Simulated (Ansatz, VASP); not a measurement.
**KF (Carobbiite): VASP beside Ansatz**

```
K F
1.0
     0.00000    2.71038    2.71038
     2.71038    0.00000    2.71038
     2.71038    2.71038    0.00000
K F
1 1
Direct
  0.00000 0.00000 0.00000
  0.50000 0.50000 0.50000
```

Alike in both runs: functional PBE; k mesh 8 × 8 × 8; no spin polarisation.

Ansatz relaxed the structure, and its values are those at the end. VASP's run is a single point on that final structure, the one shown.

|  | VASP | Ansatz |
| --- | --- | --- |
| version | VASP 6.6.1 | Ansatz 0.2.0 |
| potentials or method | VASP PAW PBE potentials, release 64 (K_sv, F) | scalar-relativistic, plane waves, PAW |
| plane-wave cutoff (eV) | 520 | 420 |
| occupations | gaussian, width 0.01 eV | fixed |
| valence electrons in the cell | 16 | 16 |

```csv
,VASP,Ansatz,Ansatz less VASP
gap on the k mesh at the Fermi level (eV),5.95,5.96,+0.015
least direct gap on the mesh (eV),5.95,5.96,+0.015
pressure (GPa),0.0,0.0,-0.01
```

A k mesh can miss the band edges.
